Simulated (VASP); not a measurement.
A run of VASP 6.6.1:

The input INCAR:

```
SYSTEM = Be
  ALGO = Normal
  EDIFF = 1E-6
  ENCUT = 520
  GGA = PE
  ISIF = 2
  ISMEAR = -1
  LASPH = .True.
  LCHARG = .False.
  LREAL = .False.
  LWAVE = .False.
  NBANDS = 7
  NELM = 100
  PREC = Accurate
  SIGMA = 0.1
```

The input KPOINTS:

```
k-points
0
Gamma
  18 18 18
  0 0 0
```

File POSCAR:

```
Be
1.0
   -1.2739720000      1.2739720000      1.2739720000
    1.2739720000     -1.2739720000      1.2739720000
    1.2739720000      1.2739720000     -1.2739720000
Be
1
Direct
    0.0000000000      0.0000000000      0.0000000000
```

Potentials or basis: VASP PAW PBE potentials, release 64 (Be).

Command:

```console
$ cat potpaw_PBE.64/Be/POTCAR > POTCAR
$ mpirun -np 1 vasp_std > vasp.out
```

Hardware: 1 thread of Intel(R) Xeon(R) Platinum 8488C (Sapphire Rapids) (shared host).

Problem. Estimate the wall time of this run.

Solution. Wall time 4.4 s on 1 thread of Intel(R) Xeon(R) Platinum 8488C (Sapphire Rapids), on a shared host, peak memory 0.11 GiB. Counts: scf iterations 9, k points 195.
